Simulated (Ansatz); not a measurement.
# Dielectric response of SrO (001) films, part 4 of 6

How well do thin rocksalt SrO (001) films screen a perpendicular field?

Ansatz 0.2.0; plane-wave DFT, PBEsol, Ansatz PAW.

So far, distance between the outer atoms (Å): step 6 (response with the atoms held, 6 atoms, units 3) 5.03; step 9 (ions relaxed) 5.03; step 19 (10 atoms, units 5) 10.1.

## 20. Field on, atoms free, 10 atoms, units 5, field 0.05 V/Å

This step: plane-wave DFT, PBEsol, Ansatz PAW (Ansatz 0.2.0).

The same pair of relaxations in the field for this thickness.

input.yaml reads:

```yaml
crystal:
  lattice:
    - [3.64867099, 0.0, 0.0]
    - [0.0, 3.64867099, 0.0]
    - [0.0, 0.0, 28.32]
  atoms:
    - { symbol: Sr, position: [0.5, 0.5, 0.3210561642] }
    - { symbol: O, position: [0.0, 0.0, 0.3230822585] }
    - { symbol: Sr, position: [0.0, 0.0, 0.4098540392] }
    - { symbol: O, position: [0.5, 0.5, 0.4089696696] }
    - { symbol: Sr, position: [0.5, 0.5, 0.5000000006] }
    - { symbol: O, position: [0.0, 0.0, 0.4999999984] }
    - { symbol: Sr, position: [0.0, 0.0, 0.5901459626] }
    - { symbol: O, position: [0.5, 0.5, 0.5910303285] }
    - { symbol: Sr, position: [0.5, 0.5, 0.6789438378] }
    - { symbol: O, position: [0.0, 0.0, 0.6769177406] }
kpoints:
  mp_grid: { grid: [8, 8, 1] }
hamiltonian:
  xc: pbesol
scf:
  occupations: { method: fixed }
  convergence: { dr2_threshold: 1.0e-10 }
efield:
  axis: 3
  dipole_correction: true
  ramp_position: 0.97
  ramp_width: 0.06
  amplitude: 0.05
relax:
  f_tol: 0.0006
  max_steps: 70
output:
  write_potential: true
  write_density: true
  volumetric_format: npy
```

Run with:

```console
ansatz run input.yaml --threads 4 --pin off --max-ram 16384MiB --backend cpu --events-out ev --progress --plain --runs-dir out
```

Numbers of over 12 decimals in the logs are rounded to 6 here.

The program printed:

```text
[...]
Crystal: 10 atoms, lattice volume = 377.018 Å³
Basis set: ecut = 420 eV, 7367 PW (Γ), exchange–correlation on 50×50×384 points (8 copies of the dense FFT grid, shifted against one another)
Bands: 50, of which v1, the nominal top of the filled ones, is band 40 counted from 1 (39 counted from 0)
Symmetry: 8 space group operations
k-points: 15 of 64
[...]
- { symbol: O, position: [0, 0.0, 0.323019] }
    - { symbol: Sr, position: [0, 0.0, 0.409892] }
    - { symbol: O, position: [0.500000, 0.500000, 0.408930] }
    - { symbol: Sr, position: [0.500000, 0.500000, 0.500058] }
    - { symbol: O, position: [0, 0.0, 0.499938] }
    - { symbol: Sr, position: [0, 0.0, 0.590188] }
    - { symbol: O, position: [0.500000, 0.500000, 0.590991] }
    - { symbol: Sr, position: [0.500000, 0.500000, 0.679007] }
    - { symbol: O, position: [0, 0.0, 0.676852] }
[key lines of the parts left out:]
SCF converged after 8 iterations
Free energy (F): -20279.584613 eV
Fermi energy:    1.554061 eV
Dipole field:    D = 0.022887 V/Å  (p = 0.047686 e·Å, saw-weighted, corrected)
```

The job ended after 35 s (4 threads of Arm Neoverse V1, shared host; peak memory 0.76 GiB).

Hardly anything moved in the relaxation; the energy changed by under 0.2 meV an atom.

The relaxation took 5 steps and lowered the energy by 2.2e-4 eV; the largest force on the free atoms ends at 4.9e-4 eV/Å.

The dipole is 0.0477 e·Å, and the gap on the mesh 2.613 eV.

## 21. Relaxing in the field, 10 atoms, units 5, field -0.05 V/Å

The opposite sign, again from the field-free geometry; the difference of the two cancels what relaxes without a field.

input.yaml, as its differences from that of step 20:

```diff
@@ -28,3 +28,3 @@
   ramp_width: 0.06
-  amplitude: 0.05
+  amplitude: -0.05
 relax:
```

The program printed:

```text
[...]
Crystal: 10 atoms, lattice volume = 377.018 Å³
Basis set: ecut = 420 eV, 7367 PW (Γ), exchange–correlation on 50×50×384 points (8 copies of the dense FFT grid, shifted against one another)
Bands: 50, of which v1, the nominal top of the filled ones, is band 40 counted from 1 (39 counted from 0)
Symmetry: 8 space group operations
k-points: 15 of 64
[...]
- { symbol: O, position: [0, 0.0, 0.323148] }
    - { symbol: Sr, position: [0, 0.0, 0.409812] }
    - { symbol: O, position: [0.500000, 0.500000, 0.409009] }
    - { symbol: Sr, position: [0.500000, 0.500000, 0.499942] }
    - { symbol: O, position: [0, 0.0, 0.500062] }
    - { symbol: Sr, position: [0, 0.0, 0.590108] }
    - { symbol: O, position: [0.500000, 0.500000, 0.591070] }
    - { symbol: Sr, position: [0.500000, 0.500000, 0.678874] }
    - { symbol: O, position: [0, 0.0, 0.676981] }
[key lines of the parts left out:]
SCF converged after 8 iterations
Free energy (F): -20279.584613 eV
Fermi energy:    1.554061 eV
Dipole field:    D = -0.022887 V/Å  (p = -0.047687 e·Å, saw-weighted, corrected)
```

The job ended after 35 s (4 threads; peak memory 0.76 GiB; 2.3 min of CPU time).

No atom moved by 0.005 Å in the relaxation.

The relaxation took 5 steps and lowered the energy by 2.2e-4 eV; the largest force on the free atoms ends at 4.9e-4 eV/Å.

The dipole is -0.0477 e·Å, and the gap on the mesh 2.613 eV.

## 22. Response with the atoms relaxed, 10 atoms, units 5

This step: plane-wave DFT, PBEsol, Ansatz PAW; response to a field along the normal, atoms relaxed (Ansatz 0.2.0).

Local field over the applied field, running mean. From the potentials at -0.05 and 0.05 V/Å; running mean over 2.58 Å, taken twice. The local field over applied field by z:

```tsv
z (Å)	local field over applied field
4.5	0.991
5.0	0.980
5.5	0.959
6.0	0.932
6.5	0.866
7.0	0.704
7.5	0.515
8.0	0.331
8.5	0.148
9.0	-0.00556
9.5	-0.0360
10.0	-0.0101
10.5	0.0222
11.0	0.0623
11.5	0.102
12.0	0.102
12.5	0.0825
13.0	0.0629
13.5	0.0404
14.0	0.0186
14.5	0.0251
15.0	0.0490
15.5	0.0701
16.0	0.0889
16.5	0.107
17.0	0.0903
17.5	0.0462
18.0	0.00987
18.5	-0.0202
19.0	-0.0389
19.5	0.0401
20.0	0.215
20.5	0.396
21.0	0.583
21.5	0.770
22.0	0.900
22.5	0.943
23.0	0.968
23.5	0.985
24.0	0.993
```

The induced dipole is that of a conductor 12.96 Å thick.

## 23. Relaxing the film, 12 atoms, units 6

This step: plane-wave DFT, PBEsol, Ansatz PAW (Ansatz 0.2.0).

System of this step: SrO (001), 6 units. The cell holds 12 atoms: 6 Sr and 6 O. Cell: a = 3.649 Å, b = 3.649 Å, c = 30.900 Å, α = 90.0°, β = 90.0°, γ = 90.0°. It derives from SrO (rocksalt SrO). Vacuum lies along c.

The next thickness, treated alike, so that differences show the interior and the faces cancel.

input.yaml reads:

```yaml
crystal:
  lattice:
    - [3.64867099, 0.0, 0.0]
    - [0.0, 3.64867099, 0.0]
    - [0.0, 0.0, 30.9]
  atoms:
    - { symbol: Sr, position: [0.5, 0.5, 0.2912621359] }
    - { symbol: O, position: [0.0, 0.0, 0.2912621359] }
    - { symbol: Sr, position: [0.0, 0.0, 0.3747572816] }
    - { symbol: O, position: [0.5, 0.5, 0.3747572816] }
    - { symbol: Sr, position: [0.5, 0.5, 0.4582524272] }
    - { symbol: O, position: [0.0, 0.0, 0.4582524272] }
    - { symbol: Sr, position: [0.0, 0.0, 0.5417475728] }
    - { symbol: O, position: [0.5, 0.5, 0.5417475728] }
    - { symbol: Sr, position: [0.5, 0.5, 0.6252427184] }
    - { symbol: O, position: [0.0, 0.0, 0.6252427184] }
    - { symbol: Sr, position: [0.0, 0.0, 0.7087378641] }
    - { symbol: O, position: [0.5, 0.5, 0.7087378641] }
kpoints:
  mp_grid: { grid: [8, 8, 1] }
hamiltonian:
  xc: pbesol
scf:
  occupations: { method: fixed }
  convergence: { dr2_threshold: 1.0e-09 }
efield:
  axis: 3
  dipole_correction: true
  ramp_position: 0.97
  ramp_width: 0.06
relax:
  f_tol: 0.003
  max_steps: 100
output:
  write_potential: true
  write_density: true
  volumetric_format: npy
```

The program printed:

```text
[...]
Crystal: 12 atoms, lattice volume = 411.366 Å³
Basis set: ecut = 420 eV, 8055 PW (Γ), exchange–correlation on 50×50×432 points (8 copies of the dense FFT grid, shifted against one another)
Bands: 60, of which v1, the nominal top of the filled ones, is band 48 counted from 1 (47 counted from 0)
Symmetry: 8 space group operations
k-points: 15 of 64
[...]
- { symbol: O, position: [0.5, 0.5, 0.375155] }
    - { symbol: Sr, position: [0.5, 0.5, 0.458684] }
    - { symbol: O, position: [0, 0.0, 0.459160] }
    - { symbol: Sr, position: [0, 0.0, 0.541316] }
    - { symbol: O, position: [0.5, 0.5, 0.540840] }
    - { symbol: Sr, position: [0.5, 0.5, 0.623879] }
    - { symbol: O, position: [0, 0.0, 0.624845] }
    - { symbol: Sr, position: [0, 0.0, 0.705284] }
    - { symbol: O, position: [0.5, 0.5, 0.703361] }
[key lines of the parts left out:]
SCF converged after 8 iterations
Free energy (F): -24335.699049 eV
Fermi energy:    2.074467 eV
Dipole field:    D = 0.000000 V/Å  (p = 0.000001 e·Å, saw-weighted, corrected)
Work function:   Φ+ = 3.6954 eV   Φ− = 3.6955 eV
```

Run time: 63 s. Hardware: 4 threads; peak memory 0.89 GiB; 4.1 min of CPU time.

The steps of the relaxation:

```tsv
step	energy less that of the first step (eV)	largest force component (eV/Å)
1	0.0000	0.4640
2	0.0203	0.7444
3	-0.0622	0.1294
4	-0.0721	0.1062
5	-0.0746	0.0080
6	-0.0746	0.0008
```

Relaxation step 2 was tried and not accepted.

The run keeps the 8 symmetry operations that it works with, so distortions that break them were not tested.

The atoms that moved most (Å):

```tsv
atom	dx	dy	dz	length
O2	0.000	0.000	0.166	0.166
O12	0.000	0.000	-0.166	0.166
Sr11	0.000	0.000	-0.107	0.107
Sr1	0.000	0.000	0.107	0.107
Sr9	0.000	0.000	-0.042	0.042
Sr3	0.000	0.000	0.042	0.042
O6	0.000	0.000	0.028	0.028
O8	0.000	0.000	-0.028	0.028
```

The relaxation took 6 steps and lowered the energy by 0.075 eV; the largest force on the free atoms ends at 8.3e-4 eV/Å.

The gap is 2.68 eV, with the valence edge 3.70 eV and the conduction edge 1.02 eV under the upper vacuum level.

## 24. The relaxed film, single point, 12 atoms, units 6

The next thickness, treated alike, so that differences show the interior and the faces cancel.

input.yaml, the sections that differ from step 23:

```yaml
crystal:
  lattice:
    - [3.64867099, 0.0, 0.0]
    - [0.0, 3.64867099, 0.0]
    - [0.0, 0.0, 30.9]
  atoms:
    - { symbol: Sr, position: [0.5, 0.5, 0.294715772] }
    - { symbol: O, position: [0.0, 0.0, 0.2966392754] }
    - { symbol: Sr, position: [0.0, 0.0, 0.3761212927] }
    - { symbol: O, position: [0.5, 0.5, 0.3751553044] }
    - { symbol: Sr, position: [0.5, 0.5, 0.4586844721] }
    - { symbol: O, position: [0.0, 0.0, 0.4591602188] }
    - { symbol: Sr, position: [0.0, 0.0, 0.5413155261] }
    - { symbol: O, position: [0.5, 0.5, 0.5408397818] }
    - { symbol: Sr, position: [0.5, 0.5, 0.6238787061] }
    - { symbol: O, position: [0.0, 0.0, 0.6248446973] }
    - { symbol: Sr, position: [0.0, 0.0, 0.7052842276] }
    - { symbol: O, position: [0.5, 0.5, 0.7033607257] }
output:
  eigenvalues: true
  write_potential: true
  write_density: true
  volumetric_format: npy
# kpoints, hamiltonian, scf, efield: as in step 23
# relax: removed
```

The program printed:

```text
[...]
Crystal: 12 atoms, lattice volume = 411.366 Å³
Basis set: ecut = 420 eV, 8055 PW (Γ)
Bands: 60, of which v1, the nominal top of the filled ones, is band 48 counted from 1 (47 counted from 0)
Symmetry: 8 space group operations
k-points: 15 of 64
[...]
k-point 0: bands = [... 44 lower, 2.0707, 2.0707, 2.0744, 2.0744, 4.7488, 4.8066, 5.1574, 5.4818, ... 8 higher]
  k-point 1: bands = [... 44 lower, 1.7718, 1.8481, 1.9092, 1.9121, 4.9543, 4.9961, 5.5770, 5.8864, ... 8 higher]
  k-point 2: bands = [... 44 lower, 1.5513, 1.5528, 1.5986, 1.7119, 5.4744, 5.5002, 6.6057, 6.6474, ... 8 higher]
  k-point 14: bands = [... 44 lower, 1.8744, 1.8744, 1.9221, 1.9221, 5.3827, 5.3827, 6.1309, 6.1309, ... 8 higher]
[key lines of the parts left out:]
SCF converged after 10 iterations
Free energy (F): -24335.698962 eV
Fermi energy:    2.074397 eV
Dipole field:    D = 0.000001 V/Å  (p = 0.000002 e·Å, saw-weighted, corrected)
Work function:   Φ+ = 3.6956 eV   Φ− = 3.6957 eV
```

Wall time 15 s (4 threads); peak memory 0.95 GiB.

The gap is 2.67 eV, with the valence edge 3.70 eV and the conduction edge 1.02 eV under the upper vacuum level.

## 25. Single point, 12 atoms, units 6, field 0.05 V/Å

input.yaml, as its differences from that of step 24:

```diff
@@ -24,3 +24,3 @@
   occupations: { method: fixed }
-  convergence: { dr2_threshold: 1.0e-09 }
+  convergence: { dr2_threshold: 1.0e-10 }
 efield:
@@ -30,4 +30,4 @@
   ramp_width: 0.06
+  amplitude: 0.05
 output:
-  eigenvalues: true
   write_potential: true
```

The program printed:

```text
[...]
Crystal: 12 atoms, lattice volume = 411.366 Å³
Basis set: ecut = 420 eV, 8055 PW (Γ)
Bands: 60, of which v1, the nominal top of the filled ones, is band 48 counted from 1 (47 counted from 0)
Symmetry: 8 space group operations
k-points: 15 of 64
[...]
k-point 0: bands = [... 44 lower, 1.9973, 1.9973, 2.1477, 2.1477, 4.6266, 4.9229, 5.1526, 5.4821, ... 8 higher]
  k-point 1: bands = [... 44 lower, 1.7525, 1.8352, 1.8865, 1.9860, 4.8213, 5.1237, 5.5721, 5.8867, ... 8 higher]
  k-point 2: bands = [... 44 lower, 1.4763, 1.5810, 1.6276, 1.7362, 5.3317, 5.6382, 6.5125, 6.6420, ... 8 higher]
  k-point 14: bands = [... 44 lower, 1.8647, 1.9233, 1.9233, 1.9829, 5.3801, 5.3801, 6.1305, 6.1305, ... 8 higher]
[key lines of the parts left out:]
SCF converged after 15 iterations
Free energy (F): -24335.700105 eV
Fermi energy:    2.147656 eV
Dipole field:    D = 0.020101 V/Å  (p = 0.045696 e·Å, saw-weighted, corrected)
```

It took 18 s on 4 threads; peak memory 0.95 GiB.

The dipole is 0.0457 e·Å, and the gap on the mesh 2.479 eV.

## 26. Atoms held, 12 atoms, units 6, field -0.05 V/Å

input.yaml, as its differences from that of step 25:

```diff
@@ -30,3 +30,3 @@
   ramp_width: 0.06
-  amplitude: 0.05
+  amplitude: -0.05
 output:
```

The program printed:

```text
[...]
Crystal: 12 atoms, lattice volume = 411.366 Å³
Basis set: ecut = 420 eV, 8055 PW (Γ)
Bands: 60, of which v1, the nominal top of the filled ones, is band 48 counted from 1 (47 counted from 0)
Symmetry: 8 space group operations
k-points: 15 of 64
[...]
k-point 0: bands = [... 44 lower, 1.9973, 1.9973, 2.1477, 2.1477, 4.6261, 4.9232, 5.1526, 5.4821, ... 8 higher]
  k-point 1: bands = [... 44 lower, 1.7525, 1.8352, 1.8865, 1.9860, 4.8207, 5.1240, 5.5721, 5.8867, ... 8 higher]
  k-point 2: bands = [... 44 lower, 1.4763, 1.5810, 1.6275, 1.7362, 5.3312, 5.6385, 6.5117, 6.6420, ... 8 higher]
  k-point 14: bands = [... 44 lower, 1.8647, 1.9233, 1.9233, 1.9829, 5.3801, 5.3801, 6.1305, 6.1305, ... 8 higher]
[key lines of the parts left out:]
SCF converged after 15 iterations
Free energy (F): -24335.700105 eV
Fermi energy:    2.147652 eV
Dipole field:    D = -0.020100 V/Å  (p = -0.045694 e·Å, saw-weighted, corrected)
```

The job ended after 18 s (4 threads; peak memory 0.94 GiB).

The dipole is -0.0457 e·Å, and the gap on the mesh 2.478 eV.

## 27. Response with the atoms held, 12 atoms, units 6

This step: plane-wave DFT, PBEsol, Ansatz PAW; response to a field along the normal, atoms held (Ansatz 0.2.0).

Local field over the applied field, running mean. From the potentials at -0.05 and 0.05 V/Å; running mean over 2.58 Å, taken twice. Table of local field over applied field by z:

```tsv
z (Å)	local field over applied field
4.5	0.989
5.0	0.975
5.5	0.948
6.0	0.898
6.5	0.818
7.0	0.711
7.5	0.583
8.0	0.456
8.5	0.348
9.0	0.270
9.5	0.225
10.0	0.209
10.5	0.214
11.0	0.224
11.5	0.235
12.0	0.245
12.5	0.254
13.0	0.258
13.5	0.258
14.0	0.257
14.5	0.255
15.0	0.254
15.5	0.254
16.0	0.254
16.5	0.256
17.0	0.257
17.5	0.258
18.0	0.257
18.5	0.252
19.0	0.243
19.5	0.233
20.0	0.222
20.5	0.212
21.0	0.211
21.5	0.231
22.0	0.283
22.5	0.367
23.0	0.480
23.5	0.610
24.0	0.734
24.5	0.836
25.0	0.910
25.5	0.955
26.0	0.979
26.5	0.991
```

The induced dipole is that of a conductor 12.42 Å thick.

## 28. Relaxing the film, 16 atoms, units 8

This step: plane-wave DFT, PBEsol, Ansatz PAW (Ansatz 0.2.0).

System of this step: SrO (001), 8 units. The cell holds 16 atoms: 8 Sr and 8 O. Its edges and angles: a = 3.649 Å, b = 3.649 Å, c = 36.060 Å, α = 90.0°, β = 90.0°, γ = 90.0°. It derives from SrO (rocksalt SrO). Vacuum lies along c.

The next thickness, treated alike, so that differences show the interior and the faces cancel.

input.yaml reads:

```yaml
crystal:
  lattice:
    - [3.64867099, 0.0, 0.0]
    - [0.0, 3.64867099, 0.0]
    - [0.0, 0.0, 36.06]
  atoms:
    - { symbol: Sr, position: [0.5, 0.5, 0.2495840266] }
    - { symbol: O, position: [0.0, 0.0, 0.2495840266] }
    - { symbol: Sr, position: [0.0, 0.0, 0.3211314476] }
    - { symbol: O, position: [0.5, 0.5, 0.3211314476] }
    - { symbol: Sr, position: [0.5, 0.5, 0.3926788686] }
    - { symbol: O, position: [0.0, 0.0, 0.3926788686] }
    - { symbol: Sr, position: [0.0, 0.0, 0.4642262895] }
    - { symbol: O, position: [0.5, 0.5, 0.4642262895] }
    - { symbol: Sr, position: [0.5, 0.5, 0.5357737105] }
    - { symbol: O, position: [0.0, 0.0, 0.5357737105] }
    - { symbol: Sr, position: [0.0, 0.0, 0.6073211314] }
    - { symbol: O, position: [0.5, 0.5, 0.6073211314] }
    - { symbol: Sr, position: [0.5, 0.5, 0.6788685524] }
    - { symbol: O, position: [0.0, 0.0, 0.6788685524] }
    - { symbol: Sr, position: [0.0, 0.0, 0.7504159734] }
    - { symbol: O, position: [0.5, 0.5, 0.7504159734] }
kpoints:
  mp_grid: { grid: [8, 8, 1] }
hamiltonian:
  xc: pbesol
scf:
  occupations: { method: fixed }
  convergence: { dr2_threshold: 1.0e-09 }
efield:
  axis: 3
  dipole_correction: true
  ramp_position: 0.97
  ramp_width: 0.06
relax:
  f_tol: 0.003
  max_steps: 100
output:
  write_potential: true
  write_density: true
  volumetric_format: npy
```

The program printed:

```text
[...]
Crystal: 16 atoms, lattice volume = 480.060 Å³
Basis set: ecut = 420 eV, 9377 PW (Γ), exchange–correlation on 50×50×486 points (8 copies of the dense FFT grid, shifted against one another)
Bands: 80, of which v1, the nominal top of the filled ones, is band 64 counted from 1 (63 counted from 0)
Symmetry: 8 space group operations
k-points: 15 of 64
[...]
- { symbol: Sr, position: [0.500000, 0.500000, 0.535367] }
    - { symbol: O, position: [0, 0.0, 0.535503] }
    - { symbol: Sr, position: [0, 0.0, 0.606163] }
    - { symbol: O, position: [0.500000, 0.500000, 0.605842] }
    - { symbol: Sr, position: [0.500000, 0.500000, 0.676926] }
    - { symbol: O, position: [0, 0.0, 0.677729] }
    - { symbol: Sr, position: [0, 0.0, 0.746687] }
    - { symbol: O, position: [0.500000, 0.500000, 0.745051] }
[key lines of the parts left out:]
SCF converged after 8 iterations
Free energy (F): -32447.925353 eV
Fermi energy:    2.899127 eV
Dipole field:    D = 0.000000 V/Å  (p = 0.000000 e·Å, saw-weighted, corrected)
Work function:   Φ+ = 3.6982 eV   Φ− = 3.6981 eV
```

Wall time 92 s (4 threads); peak memory 1.2 GiB; 6.1 min of CPU time.

The relaxation took 5 steps and lowered the energy by 0.079 eV; the largest force on the free atoms ends at 0.0029 eV/Å.

The gap is 2.69 eV, with the valence edge 3.70 eV and the conduction edge 1.00 eV under the upper vacuum level.

## 29. The relaxed film, single point, 16 atoms, units 8

The next thickness, treated alike, so that differences show the interior and the faces cancel.

input.yaml reads:

```yaml
crystal:
  lattice:
    - [3.64867099, 0.0, 0.0]
    - [0.0, 3.64867099, 0.0]
    - [0.0, 0.0, 36.06]
  atoms:
    - { symbol: Sr, position: [0.5, 0.5, 0.2533125054] }
    - { symbol: O, position: [0.0, 0.0, 0.2549486966] }
    - { symbol: Sr, position: [0.0, 0.0, 0.3230740582] }
    - { symbol: O, position: [0.5, 0.5, 0.3222707165] }
    - { symbol: Sr, position: [0.5, 0.5, 0.3938370507] }
    - { symbol: O, position: [0.0, 0.0, 0.394157948] }
    - { symbol: Sr, position: [0.0, 0.0, 0.4646327268] }
    - { symbol: O, position: [0.5, 0.5, 0.4644972626] }
    - { symbol: Sr, position: [0.5, 0.5, 0.5353672721] }
    - { symbol: O, position: [0.0, 0.0, 0.535502738] }
    - { symbol: Sr, position: [0.0, 0.0, 0.6061629493] }
    - { symbol: O, position: [0.5, 0.5, 0.605842052] }
    - { symbol: Sr, position: [0.5, 0.5, 0.6769259422] }
    - { symbol: O, position: [0.0, 0.0, 0.6777292826] }
    - { symbol: Sr, position: [0.0, 0.0, 0.7466874947] }
    - { symbol: O, position: [0.5, 0.5, 0.7450513041] }
kpoints:
  mp_grid: { grid: [8, 8, 1] }
hamiltonian:
  xc: pbesol
scf:
  occupations: { method: fixed }
  convergence: { dr2_threshold: 1.0e-09 }
efield:
  axis: 3
  dipole_correction: true
  ramp_position: 0.97
  ramp_width: 0.06
output:
  eigenvalues: true
  write_potential: true
  write_density: true
  volumetric_format: npy
```

The program printed:

```text
[...]
Crystal: 16 atoms, lattice volume = 480.060 Å³
Basis set: ecut = 420 eV, 9377 PW (Γ)
Bands: 80, of which v1, the nominal top of the filled ones, is band 64 counted from 1 (63 counted from 0)
Symmetry: 8 space group operations
k-points: 15 of 64
[...]
k-point 0: bands = [... 60 lower, 2.8984, 2.8984, 2.8989, 2.8989, 5.5903, 5.6128, 5.9347, 6.1312, ... 12 higher]
  k-point 1: bands = [... 60 lower, 2.6156, 2.6764, 2.7364, 2.7369, 5.7911, 5.8078, 6.3565, 6.5432, ... 12 higher]
  k-point 2: bands = [... 60 lower, 2.3779, 2.3781, 2.4558, 2.5493, 6.3061, 6.3177, 7.4299, 7.4324, ... 12 higher]
  k-point 14: bands = [... 60 lower, 2.6903, 2.6903, 2.7586, 2.7586, 6.0916, 6.0916, 6.5840, 6.5840, ... 12 higher]
[key lines of the parts left out:]
SCF converged after 10 iterations
Free energy (F): -32447.925514 eV
Fermi energy:    2.898879 eV
Dipole field:    D = -0.000003 V/Å  (p = -0.000009 e·Å, saw-weighted, corrected)
Work function:   Φ+ = 3.6990 eV   Φ− = 3.6989 eV
```

Wall time 28 s (4 threads); peak memory 1.3 GiB; 1.8 min of CPU time.

The gap is 2.69 eV, with the valence edge 3.70 eV and the conduction edge 1.01 eV under the upper vacuum level.

(Part 4 of 6 ends here.)

[Logs are printed without paths, hosts, clocks, repeated set-up lines and the standing remarks that a program may print on its own settings, such as how far it seeks lower states.]

[Hosts, paths, dates, database ids (printed as entryN), source tags and the programs' standing remarks are cut or masked in the printed files.]

[Maps of the electrostatic potential energy from Ansatz leave out the sawtooth potential of an applied field or a dipole correction, so their vacuum need not be flat; planar profiles and work functions include it.]
